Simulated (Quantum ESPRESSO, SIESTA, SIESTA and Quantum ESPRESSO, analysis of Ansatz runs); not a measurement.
# BP (F-43m):V_B, a ladder of methods on one cell (SIESTA and Quantum ESPRESSO)

We place the charge-transition levels of V_B in BP (F-43m) with atom-centred orbitals, then repeat the energies at other levels of method to see what holds. Model: a cell of 54 host atoms with 1 B taken out.

Calculated with SIESTA and Quantum ESPRESSO; SIESTA numerical-orbital DFT, PBEsol, DZP basis, PseudoDojo 0.4.1 potentials converted to PSML; charged supercells in a uniform background, point-charge correction with alignment at far sites.

### Step 1. Set-up

The cell holds 53 atoms: 26 B and 27 P. Its edges and angles: a = 9.661 Å, b = 9.661 Å, c = 9.661 Å, α = 60.0°, β = 60.0°, γ = 60.0°. It derives from BP (space group F-43m). Nearest the centre at fractional (0.667, 0.333, 0.667): P22 at 1.97 Å, P24 at 1.97 Å, P40 at 1.97 Å, P28 at 1.97 Å, B43 at 3.22 Å, B11 at 3.22 Å, B41 at 3.22 Å, B45 at 3.22 Å.

Structure file:

```
CELL_PARAMETERS angstrom
-0.00001 6.83135 6.83135
6.83135 -0.00001 6.83135
6.83135 6.83135 -0.00001
ATOMIC_POSITIONS crystal
B 0.00000 0.00000 0.00000
P 0.25000 0.25000 0.25000
B 0.00000 0.00000 0.33333
P 0.25000 0.25000 0.58333
B 0.00000 0.00000 0.66667
P 0.25000 0.25000 0.91667
B 0.00000 0.33333 0.00000
P 0.25000 0.58333 0.25000
B 0.00000 0.33333 0.33333
P 0.25000 0.58333 0.58333
B 0.00000 0.33333 0.66667
P 0.25000 0.58333 0.91667
B 0.00000 0.66667 0.00000
P 0.25000 0.91667 0.25000
B 0.00000 0.66667 0.33333
P 0.25000 0.91667 0.58333
B 0.00000 0.66667 0.66667
P 0.25000 0.91667 0.91667
B 0.33333 0.00000 0.00000
P 0.58333 0.25000 0.25000
B 0.33333 0.00000 0.33333
P 0.58333 0.25000 0.58333
B 0.33333 0.00000 0.66667
P 0.58333 0.25000 0.91667
B 0.33333 0.33333 0.00000
P 0.58333 0.58333 0.25000
B 0.33333 0.33333 0.33333
P 0.58333 0.58333 0.58333
B 0.33333 0.33333 0.66667
P 0.58333 0.58333 0.91667
B 0.33333 0.66667 0.00000
P 0.58333 0.91667 0.25000
B 0.33333 0.66667 0.33333
P 0.58333 0.91667 0.58333
B 0.33333 0.66667 0.66667
P 0.58333 0.91667 0.91667
B 0.66667 0.00000 0.00000
P 0.91667 0.25000 0.25000
B 0.66667 0.00000 0.33333
P 0.91667 0.25000 0.58333
B 0.66667 0.00000 0.66667
P 0.91667 0.25000 0.91667
B 0.66667 0.33333 0.00000
P 0.91667 0.58333 0.25000
B 0.66667 0.33333 0.33333
P 0.91667 0.58333 0.58333
P 0.91667 0.58333 0.91667
B 0.66667 0.66667 0.00000
P 0.91667 0.91667 0.25000
B 0.66667 0.66667 0.33333
P 0.91667 0.91667 0.58333
B 0.66667 0.66667 0.66667
P 0.91667 0.91667 0.91667
```

The host's dielectric constants go in as inputs: 9.44 for the electrons alone, 9.57 with the ions, from a response run on this crystal (DFPT, PBEsol, Quantum ESPRESSO) at that run's own cell.

The cell's shortest repeat is 9.7 Å.

The primitive cell was relaxed at this level beforehand, to 23.61 Å³.

The defect-free supercell was relaxed beforehand, from displaced atoms: they ended at most 0.01 Å from the sites they started about, so the symmetric structure holds.

### Step 2. Band edges

Levels are counted from the valence top, which comes from the unit cell, dense mesh; the energy of the host comes from the defect-free supercell at the defects' own k-points, so that the host's part of the sampling error cancels.

host.fdf

```
SystemName                      BP
SystemLabel                     host
NumberOfSpecies                 2
NumberOfAtoms                   2
%block ChemicalSpeciesLabel
  1    5 B
  2   15 P
%endblock ChemicalSpeciesLabel
LatticeConstant                 1.0 Ang
%block LatticeVectors
    -0.000003000     2.277117000     2.277117000
     2.277117000    -0.000003000     2.277117000
     2.277117000     2.277117000    -0.000003000
%endblock LatticeVectors
AtomicCoordinatesFormat         Fractional
%block AtomicCoordinatesAndAtomicSpecies
    -0.000003733    -0.000003733    -0.000003733  1
     0.750003678     0.750003678     0.750003678  2
%endblock AtomicCoordinatesAndAtomicSpecies
%block kgrid.MonkhorstPack
   12   0   0  0.00
    0  12   0  0.00
    0   0  12  0.00
%endblock kgrid.MonkhorstPack
XC.Functional                   GGA
XC.Authors                      PBEsol
PAO.BasisSize                   DZP
PAO.EnergyShift                 0.005 Ry
Mesh.Cutoff                     300 Ry
OccupationFunction              FD
ElectronicTemperature           0.01 eV
MaxSCFIterations                150
SCF.MustConverge                true
SCF.Mixer.Method                Pulay
SCF.Mixer.Weight                0.2
SCF.Mixer.History               10
SCF.DM.Tolerance                1.0e-4
SCF.H.Tolerance                 1.0e-3 eV
WriteForces                     true
Charge.Mulliken                 end
```

Started as:

```
$ OMP_NUM_THREADS=1 siesta host.fdf > host.out
```

The program printed:

```text
Version         : 5.4.2

                           ***********************
                           *  WELCOME TO SIESTA  *
                           ***********************

[...]
reinit: Reading from file host.fdf

reinit: -----------------------------------------------------------------------
reinit: System Name: BP
reinit: -----------------------------------------------------------------------
reinit: System Label: host
reinit: -----------------------------------------------------------------------

initatom: Reading input for the pseudopotentials and atomic orbitals ----------
Species number:   1 Atomic number:    5 Label: B
Species number:   2 Atomic number:   15 Label: P

[... pseudopotential checks and orbital generation ...]

prinput: Basis input

PAO.BasisType split

%block ChemicalSpeciesLabel
    1    5 B                       # Species index, atomic number, species label
    2   15 P                       # Species index, atomic number, species label
%endblock ChemicalSpeciesLabel

%block PAO.Basis                 # Define Basis set
# WARNING: This information might be incomplete!
[...]
(Free)E + p*V (eV/cell)     -268.8399
Target enthalpy (eV/cell)     -268.8331
[...]
siesta: Final energy (eV):
siesta:  Band Struct. =     -95.648576
siesta:       Kinetic =     123.568275
siesta:       Hartree =      16.654660
siesta:         Exch. =     -78.793636
siesta:         Corr. =     -10.728831
siesta:   Exch.-corr. =     -89.522468
siesta:  Ion-electron =    -151.401772
siesta:       Ion-ion =    -168.131831
siesta:         Total =    -268.833135
siesta:         Fermi =      -4.924941
[...]
siesta: Stress tensor (static) (eV/Ang**3):
siesta:     0.000284   -0.000013   -0.000013
siesta:    -0.000013    0.000284   -0.000013
siesta:    -0.000013   -0.000013    0.000284
[...]
siesta: Cell volume =         23.614942 Ang**3
[...]
siesta: Pressure (static):
siesta:                Solid            Molecule  Units
siesta:          -0.00000310         -0.00000195  Ry/Bohr**3
siesta:          -0.00028446         -0.00017931  eV/Ang**3
siesta:          -0.45576035         -0.28728519  kBar
[...]
mulliken: Qtot =        8.000

Mulliken Atomic Populations:
Atom #   charge [q] valence [e]  Species
     1    -0.480469    3.480469  B
     2     0.480469    4.519531  P
 Total     0.000000

Job completed
```

Elapsed: 16 s, on 1 MPI rank of Intel Xeon 6975P-C (Granite Rapids), shared host; peak memory 0.2 GiB.

The gap at this level is 1.15 eV.

Test of the sampling: at one point at (¼, ¼, ¼) the host's energy lies 152 meV an atom above its value on the primitive cell's dense mesh, too far, so all defect runs take a 2×2×2 mesh.

(Part 1 of 4 ends here.)

[Logs are printed without paths, hosts, clocks, repeated set-up lines and the standing remarks that a program may print on its own settings, such as how far it seeks lower states.]

[Hosts, paths, dates, database ids (printed as entryN), source tags and the programs' standing remarks are cut or masked in the printed files.]

[For some hosts the program warned that the k-mesh of the response run may be too coarse for force constants and the static dielectric constant; such warnings are not shown here.]

[Charge tables in the logs are Mulliken or Hirshfeld populations, whose sizes and signs can differ; where basis functions stand at a vacancy, SIESTA counts their charge against the missing atom's valence.]

[In relaxation paths of CP2K, step 0 can be the structure after the first move, since the trajectory file begins there, and the last row can be the final structure solved once more.]
